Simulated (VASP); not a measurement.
# CsPbCl3 (Pm-3m) in VASP: further runs, part 2 of 2

VASP 6.6.1. The steps go on from the part before.

### 3 Relaxation of cell and atoms, PBE+D3(BJ)

This run uses another cell than the first one, of 36.39 Å³/atom, 1.033 times its volume.

INCAR reads:

```
SYSTEM = CsPbCl3
  ALGO = Normal
  EDIFF = 1E-7
  EDIFFG = -0.005
  ENCUT = 600
  GGA = PE
  IBRION = 2
  ISIF = 3
  ISMEAR = 0
  IVDW = 12
  LASPH = .TRUE.
  LCHARG = .FALSE.
  LREAL = .FALSE.
  LWAVE = .FALSE.
  NELM = 80
  NSW = 90
  PREC = Accurate
  SIGMA = 0.03
```

KPOINTS reads:

```
k-points
0
G
  6 6 6
  0 0 0
```

POSCAR reads:

```
CsPbCl3                                 
1.0
    5.6663510267      0.0000000000     -0.0000000000
    0.0000000000      5.6663510267     -0.0000000000
    0.0000000000      0.0000000000      5.6663510267
  Cs              Pb              Cl            
     1     1     3
Direct
     0.0000000000000000    0.0000000000000000    0.0000000000000000
     0.5000000000000000    0.5000000000000000    0.5000000000000000
     0.5000000000000000    0.5000000000000000    0.0000000000000000
     0.0000000000000000    0.5000000000000000    0.5000000000000000
     0.5000000000000000    0.0000000000000000    0.5000000000000000
```

Potentials or basis: VASP PAW PBE potentials, release 64 (Cs_sv, Pb_d, Cl).

Started as:

```sh
$ cat potpaw_PBE.64/Cs_sv/POTCAR potpaw_PBE.64/Pb_d/POTCAR potpaw_PBE.64/Cl/POTCAR > POTCAR
$ mpirun -np 1 vasp_std > vasp.out
```

OUTCAR:

```text
SYSTEM = CsPbCl3
   EDIFF = 1E-7
   EDIFFG = -0.005
   ENCUT = 600
   GGA = PE
   IBRION = 2
   ISIF = 3
   ISMEAR = 0
   IVDW = 12
   LASPH = .TRUE.
   LREAL = .FALSE.
   NELM = 80
   NSW = 90
   PREC = Accurate
 IVDW          = 12

 ion  position               nearest neighbor table
   1  0.000  0.000  0.000-
   2  0.500  0.500  0.500-   3 2.83   4 2.83   5 2.83   3 2.83   5 2.83   4 2.83
   3  0.500  0.500  0.000-   2 2.83   2 2.83
   4  0.000  0.500  0.500-   2 2.83   2 2.83
   5  0.500  0.000  0.500-   2 2.83   2 2.83

  LATTYP: Found a simple cubic cell.
 ALAT       =     5.6663510267

  Lattice vectors:

 A1 = (   5.6663510267,   0.0000000000,   0.0000000000)
 A2 = (   0.0000000000,   5.6663510267,   0.0000000000)
 A3 = (   0.0000000000,   0.0000000000,   5.6663510267)

Analysis of symmetry for initial positions (statically):
=====================================================================
 Subroutine PRICEL returns:
 Original cell was already a primitive cell.

 Routine SETGRP: Setting up the symmetry group for a
 simple cubic supercell.

 Subroutine GETGRP returns: Found 48 space group operations
 (whereof 48 operations were pure point group operations)
 out of a pool of 48 trial point group operations.

The static configuration has the point symmetry O_h .

Analysis of symmetry for dynamics (positions and initial velocities):
=====================================================================
 Subroutine PRICEL returns:
 Original cell was already a primitive cell.

 Routine SETGRP: Setting up the symmetry group for a
 simple cubic supercell.
[... 185 lines left out ...]
      2.83318      2.83318      2.83318         0.000000      0.000000      0.000000
      2.83318      2.83318      0.00000         0.000000      0.000000      0.000000
      0.00000      2.83318      2.83318         0.000000      0.000000      0.000000
      2.83318      0.00000      2.83318         0.000000      0.000000      0.000000
 -----------------------------------------------------------------------------------
    total drift:                                0.000000     -0.000000     -0.000000

  FREE ENERGIE OF THE ION-ELECTRON SYSTEM (eV)
  ---------------------------------------------------
  free  energy   TOTEN  =       -18.5188387281 eV

  energy  without entropy=      -18.5188387281  energy(sigma->0) =      -18.51883873

--------------------------------------- Ionic step        2  -------------------------------------------

 number of electron      43.9999999 magnetization

 Free energy of the ion-electron system (eV)
  ---------------------------------------------------
  ext. energy  EPLUGINS =         0.00000000
  ---------------------------------------------------
  free energy    TOTEN  =       -17.54914996 eV

  energy without entropy =      -17.54914996  energy(sigma->0) =      -17.54914996

 E-fermi :   1.5848     XC(G=0):  -7.6778

 val. band max:        1.3823670762   @ k =   0.5000   0.5000   0.5000
 cond. band min:       3.4651673207   @ k =   0.5000   0.5000   0.5000
 fundamental gap:      2.0828002445
 Fermi energy:         1.5847979751

 k-point     1 :       0.0000    0.0000    0.0000
  band No.  band energies     occupation
      1     -19.8177      2.00000
      2     -15.2711      2.00000
      3     -15.2711      2.00000
      4     -15.0714      2.00000
      5     -15.0714      2.00000
      6     -15.0714      2.00000
[... 569 lines left out ...]
     25       3.4652      0.00000
     26       6.6580      0.00000

------------------------ aborting loop because EDIFF is reached ----------------------------------------

 Edisp (eV)   -0.96970

 E8    (eV) :    -0.4467

  FORCE on cell =-STRESS in cart. coord.  units (eV):
  Direction    XX          YY          ZZ          XY          YZ          ZX
  --------------------------------------------------------------------------------------
  -------------------------------------------------------------------------------------
  Total       0.00428     0.00428     0.00428     0.00000    -0.00000     0.00000
  in kB       0.03763     0.03763     0.03763     0.00000    -0.00000     0.00000
  external pressure =        0.04 kB  Pullay stress =        0.00 kB

 VOLUME and BASIS-vectors are now :
 -----------------------------------------------------------------------------
  energy-cutoff  :      600.00
  volume of cell :      182.09
      direct lattice vectors                 reciprocal lattice vectors
     5.667961594  0.000000000  0.000000000     0.176430271  0.000000000  0.000000000
    -0.000000000  5.667961594  0.000000000    -0.000000000  0.176430271  0.000000000
    -0.000000000 -0.000000000  5.667961594    -0.000000000 -0.000000000  0.176430271

 POSITION                                       TOTAL-FORCE (eV/Angst)
 -----------------------------------------------------------------------------------
      0.00000      0.00000      0.00000        -0.000000      0.000000      0.000000
      2.83398      2.83398      2.83398         0.000000     -0.000000      0.000000
      2.83398      2.83398      0.00000        -0.000000      0.000000      0.000000
     -0.00000      2.83398      2.83398        -0.000000      0.000000      0.000000
      2.83398     -0.00000      2.83398        -0.000000      0.000000      0.000000
 -----------------------------------------------------------------------------------
    total drift:                                0.000000     -0.000000     -0.000000

  FREE ENERGIE OF THE ION-ELECTRON SYSTEM (eV)
  ---------------------------------------------------
  free  energy   TOTEN  =       -18.5188528163 eV

  energy  without entropy=      -18.5188528163  energy(sigma->0) =      -18.51885282

 reached required accuracy - stopping structural energy minimisation
```

OSZICAR:

```text
N       E                     dE             d eps       ncg     rms          rms(c)
DAV:   1     0.448743638119E+03    0.44874E+03   -0.20920E+04  1040   0.170E+03
DAV:   2     0.357947219783E+02   -0.41295E+03   -0.40407E+03  1348   0.366E+02
DAV:   3    -0.160455845136E+02   -0.51840E+02   -0.51181E+02  1198   0.139E+02
DAV:   4    -0.183840847078E+02   -0.23385E+01   -0.23324E+01  1410   0.373E+01
[... 14 lines left out ...]
DAV:   3    -0.175491560946E+02    0.34812E-04   -0.12743E-04  1356   0.116E-01    0.135E-02
DAV:   4    -0.175491522433E+02    0.38513E-05   -0.52257E-06  1602   0.208E-02    0.544E-03
DAV:   5    -0.175491505987E+02    0.16445E-05   -0.73176E-07  1326   0.752E-03    0.178E-03
DAV:   6    -0.175491500306E+02    0.56810E-06   -0.50004E-08   710   0.229E-03    0.333E-04
DAV:   7    -0.175491499555E+02    0.75108E-07   -0.11029E-08   606   0.138E-03
   2 F= -.18518853E+02 E0= -.18518853E+02  d E =-.140881E-04
```

It took 1.8 min on 1 thread of AMD EPYC 9R45 (Zen 5), shared host; peak memory 0.38 GiB.

What came out:

```
Free energy                            : -18.5189 eV
Relaxed volume                         : 36.42 Å³/atom
Relaxed cell                           : a = 5.668 Å, b = 5.668 Å, c = 5.668 Å, α = 90.00°, β = 90.00°, γ = 90.00°
Space group after relaxing (to 0.05 Å) : Pm-3m (No. 221)
Energy gained by relaxing              : 0.0 meV/atom
Ionic steps                            : 2
Pressure after relaxing                : 0.0 GPa
Band gap on the k mesh                 : 2.08 eV, direct
Dispersion energy per atom             : -0.194 eV
```

Final structure:
```cif
data_structure
_symmetry_space_group_name_H-M 'P 1'
_symmetry_Int_Tables_number 1
_cell_length_a 5.6680
_cell_length_b 5.6680
_cell_length_c 5.6680
_cell_angle_alpha 90.000
_cell_angle_beta 90.000
_cell_angle_gamma 90.000
_cell_volume 182.09
loop_
_atom_site_label
_atom_site_type_symbol
_atom_site_fract_x
_atom_site_fract_y
_atom_site_fract_z
_atom_site_occupancy
Cs1 Cs 0.00000 0.00000 0.00000 1
Pb1 Pb 0.50000 0.50000 0.50000 1
Cl1 Cl 0.50000 0.50000 0.00000 1
Cl2 Cl 0.00000 0.50000 0.50000 1
Cl3 Cl 0.50000 0.00000 0.50000 1
```

Levels at points of the mesh, in eV from the valence-band top:
```
           k point  band 18  band 19  band 20  band 21  band 22  band 23  band 24  band 25  band 26
(0.00, 0.00, 0.00)    -2.38    -2.38    -2.29    -2.29    -2.29     3.51     4.52     4.52     5.42
(0.50, 0.00, 0.00)    -2.48    -2.48    -2.39    -2.39    -1.57     3.09     4.84     5.38     5.38
(0.50, 0.50, 0.00)    -2.56    -2.56    -2.54    -1.99    -0.76     2.63     2.63     5.00     5.55
(0.50, 0.50, 0.50)    -2.53    -1.98    -1.98    -1.98     0.00     2.08     2.08     2.08     5.28
```

Caveat: spin-orbit coupling is left out, which as a rule narrows the gap of such compounds by several tenths of an eV. A hybrid or GW would open this gap; PBE tends to underestimate it.

### 4 Relaxation of cell and atoms, PBEsol

INCAR reads:

```
SYSTEM = CsPbCl3
PREC = Accurate ; ENCUT = 600
EDIFF = 1E-6 ; ISMEAR = 0
SIGMA = 0.03 ; LREAL = .False.
LASPH = .True. ; NELM = 80
ALGO = Normal ; ISIF = 3
LWAVE = .False. ; LCHARG = .False.
GGA = PS ; IBRION = 2
NSW = 90 ; EDIFFG = -0.01
```

KPOINTS reads:

```
regular mesh
0
Gamma
  6 6 6
  0 0 0
```

POSCAR reads:

```
CsPbCl3
1.0
    5.6050000000      0.0000000000      0.0000000000
    0.0000000000      5.6050000000      0.0000000000
    0.0000000000      0.0000000000      5.6050000000
Cs Pb Cl
1 1 3
Direct
    0.0000000000      0.0000000000      0.0000000000
    0.5000000000      0.5000000000      0.5000000000
    0.5000000000      0.5000000000      0.0000000000
    0.0000000000      0.5000000000      0.5000000000
    0.5000000000      0.0000000000      0.5000000000
```

Started as:

```sh
$ cat potpaw_PBE.64/Cs_sv/POTCAR potpaw_PBE.64/Pb_d/POTCAR potpaw_PBE.64/Cl/POTCAR > POTCAR
$ mpirun -np 1 vasp_std > vasp.out
```

It took 98 s on 1 thread of AMD EPYC 9R45 (Zen 5), shared host; peak memory 0.37 GiB.

It converged, with:

- Free energy: -18.3827 eV
- Relaxed volume: 35.43 Å³/atom
- Relaxed cell: a = 5.616 Å, b = 5.616 Å, c = 5.616 Å, α = 90.00°, β = 90.00°, γ = 90.00°
- Space group after relaxing (to 0.05 Å): Pm-3m (No. 221)
- Energy gained by relaxing: 0.2 meV/atom
- Ionic steps: 2
- Pressure after relaxing: 0.0 GPa
- Band gap on the k mesh: 1.83 eV, direct

Step by step:
```tsv
step	energy change (eV)	largest force (eV/Å)	pressure (GPa)	volume (Å³)
1	0.0000	0.0000	0.19	176.09
2	-0.0008	0.0000	0.04	177.13
```

Final structure:
```
CELL_PARAMETERS angstrom
5.61608 0.00000 0.00000
0.00000 5.61608 0.00000
0.00000 0.00000 5.61608
ATOMIC_POSITIONS crystal
Cs 0.00000 0.00000 0.00000
Pb 0.50000 0.50000 0.50000
Cl 0.50000 0.50000 0.00000
Cl 0.00000 0.50000 0.50000
Cl 0.50000 0.00000 0.50000
```

Levels at points of the mesh, in eV from the valence-band top:
```tsv
k point	band 20	band 21	band 22	band 23	band 24	band 25
(0.00, 0.00, 0.00)	-2.49	-2.49	-2.49	3.24	4.25	4.25
(0.50, 0.00, 0.00)	-2.60	-2.60	-1.67	2.94	4.62	5.17
(0.50, 0.50, 0.00)	-2.72	-2.17	-0.81	2.43	2.43	4.85
(0.50, 0.50, 0.50)	-2.16	-2.16	0.00	1.83	1.83	1.83
```

Caveat: the PAW data sets were made with another functional, which shifts forces and pressure a little; spin-orbit coupling is left out, which as a rule narrows the gap of such compounds by several tenths of an eV. A k mesh can miss the band edges.

### 5 Relaxation of cell and atoms, PBEsol

This run uses another cell than the first one, of 35.43 Å³/atom, 1.006 times its volume.

INCAR reads:

```
SYSTEM = CsPbCl3
PREC = Accurate ; ENCUT = 600
EDIFF = 1E-7 ; ISMEAR = 0
SIGMA = 0.03 ; LREAL = .False.
LASPH = .True. ; NELM = 80
ALGO = Normal ; ISIF = 3
LWAVE = .False. ; LCHARG = .False.
GGA = PS ; IBRION = 2
NSW = 90 ; EDIFFG = -0.005
```

KPOINTS is that of step 4.

POSCAR reads:

```
CsPbCl3                                 
1.0
    5.6160790516     -0.0000000000     -0.0000000000
    0.0000000000      5.6160790516      0.0000000000
    0.0000000000      0.0000000000      5.6160790516
  Cs              Pb              Cl            
     1     1     3
Direct
     0.0000000000000000    0.0000000000000000    0.0000000000000000
     0.5000000000000000    0.5000000000000000    0.5000000000000000
     0.5000000000000000    0.5000000000000000    0.0000000000000000
     0.0000000000000000    0.5000000000000000    0.5000000000000000
     0.5000000000000000    0.0000000000000000    0.5000000000000000
```

Started as:

```sh
$ cat potpaw_PBE.64/Cs_sv/POTCAR potpaw_PBE.64/Pb_d/POTCAR potpaw_PBE.64/Cl/POTCAR > POTCAR
$ mpirun -np 1 vasp_std > vasp.out
```

Run time: 1.8 min. Hardware: 1 thread of AMD EPYC 9R45 (Zen 5), shared host; peak memory 0.37 GiB.

Results (log left out):

* Free energy: -18.3828 eV
* Relaxed volume: 35.47 Å³/atom
* Relaxed cell: a = 5.619 Å, b = 5.619 Å, c = 5.619 Å, α = 90.00°, β = 90.00°, γ = 90.00°
* Space group after relaxing (to 0.05 Å): Pm-3m (No. 221)
* Energy gained by relaxing: 0.0 meV/atom
* Ionic steps: 2
* Pressure after relaxing: 0.0 GPa
* Band gap on the k mesh: 1.84 eV, direct

Final structure:
```
Cs Pb Cl
1.0
     5.61857    0.00000    0.00000
     0.00000    5.61857    0.00000
     0.00000    0.00000    5.61857
Cs Pb Cl
1 1 3
Direct
  0.00000 0.00000 0.00000
  0.50000 0.50000 0.50000
  0.50000 0.50000 0.00000
  0.00000 0.50000 0.50000
  0.50000 0.00000 0.50000
```

Levels at points of the mesh, in eV from the valence-band top:
| k point | band 20 | band 21 | band 22 | band 23 | band 24 | band 25 |
| --- | --- | --- | --- | --- | --- | --- |
| (0.00, 0.00, 0.00) | -2.48 | -2.48 | -2.48 | 3.24 | 4.26 | 4.26 |
| (0.50, 0.00, 0.00) | -2.59 | -2.59 | -1.67 | 2.94 | 4.63 | 5.18 |
| (0.50, 0.50, 0.00) | -2.71 | -2.16 | -0.81 | 2.43 | 2.43 | 4.86 |
| (0.50, 0.50, 0.50) | -2.15 | -2.15 | 0.00 | 1.84 | 1.84 | 1.84 |

Caveat: the PAW data sets were made with another functional, which shifts forces and pressure a little; spin-orbit coupling is left out, which as a rule narrows the gap of such compounds by several tenths of an eV. A k mesh can miss the band edges.

### 6 Relaxation of cell and atoms, PBEsol

INCAR reads:

```
SYSTEM = CsPbCl3
  PREC = Accurate
  ENCUT = 600
  EDIFF = 1E-6
  ISMEAR = 0
  SIGMA = 0.03
  LREAL = .False.
  LASPH = .True.
  NELM = 80
  ALGO = Normal
  ISIF = 3
  LWAVE = .False.
  LCHARG = .False.
  GGA = PS
  IBRION = 2
  NSW = 90
  EDIFFG = -0.01
  KPAR = 4
```

KPOINTS is that of step 5.

POSCAR reads:

```
CsPbCl3
1.0
    5.6050000000      0.0000000000      0.0000000000
    0.0000000000      5.6050000000      0.0000000000
    0.0000000000      0.0000000000      5.6050000000
Cs Pb Cl
1 1 3
Direct
    0.0000000000      0.0000000000      0.0000000000
    0.5000000000      0.5000000000      0.5000000000
    0.5000000000      0.5000000000      0.0000000000
    0.0000000000      0.5000000000      0.5000000000
    0.5000000000      0.0000000000      0.5000000000
```

Potentials or basis: VASP PAW PBE potentials, release 64 (Cs_sv, Pb_d, Cl).

Started as:

```sh
$ cat potpaw_PBE.64/Cs_sv/POTCAR potpaw_PBE.64/Pb_d/POTCAR potpaw_PBE.64/Cl/POTCAR > POTCAR
$ mpirun -np 4 vasp_std > vasp.out
```

Wall time 33 s (4 MPI ranks of AMD EPYC 9R45 (Zen 5), shared host); peak memory 0.39 GiB.

It converged, with:

| Item | Value |
| --- | --- |
| Free energy | -18.3827 eV |
| Relaxed volume | 35.43 Å³/atom |
| Relaxed cell | a = 5.616 Å, b = 5.616 Å, c = 5.616 Å, α = 90.00°, β = 90.00°, γ = 90.00° |
| Space group after relaxing (to 0.05 Å) | Pm-3m (No. 221) |
| Energy gained by relaxing | 0.2 meV/atom |
| Ionic steps | 2 |
| Pressure after relaxing | 0.0 GPa |
| Band gap on the k mesh | 1.83 eV, direct |

Step by step:
```csv
step,energy change (eV),largest force (eV/Å),pressure (GPa),volume (Å³)
1,0.0000,0.0000,0.19,176.09
2,-0.0008,0.0000,0.04,177.13
```

Final structure:
```yaml
crystal:
  lattice:
    - [5.61608, 0.00000, 0.00000]
    - [0.00000, 5.61608, 0.00000]
    - [0.00000, 0.00000, 5.61608]
  atoms:
    - { symbol: Cs, position: [0.00000, 0.00000, 0.00000] }
    - { symbol: Pb, position: [0.50000, 0.50000, 0.50000] }
    - { symbol: Cl, position: [0.50000, 0.50000, 0.00000] }
    - { symbol: Cl, position: [0.00000, 0.50000, 0.50000] }
    - { symbol: Cl, position: [0.50000, 0.00000, 0.50000] }
```

Levels at points of the mesh, in eV from the valence-band top:
```csv
k point,band 18,band 19,band 20,band 21,band 22,band 23,band 24,band 25,band 26
"(0.00, 0.00, 0.00)",-2.59,-2.59,-2.49,-2.49,-2.49,3.24,4.25,4.25,5.14
"(0.50, 0.00, 0.00)",-2.70,-2.70,-2.60,-2.60,-1.67,2.94,4.62,5.17,5.25
"(0.50, 0.50, 0.00)",-2.79,-2.79,-2.72,-2.17,-0.81,2.43,2.43,4.85,5.34
"(0.50, 0.50, 0.50)",-2.71,-2.16,-2.16,-2.16,0.00,1.83,1.83,1.83,5.02
```

Caveat: the PAW data sets were made with another functional, which shifts forces and pressure a little; spin-orbit coupling is left out, which as a rule narrows the gap of such compounds by several tenths of an eV.
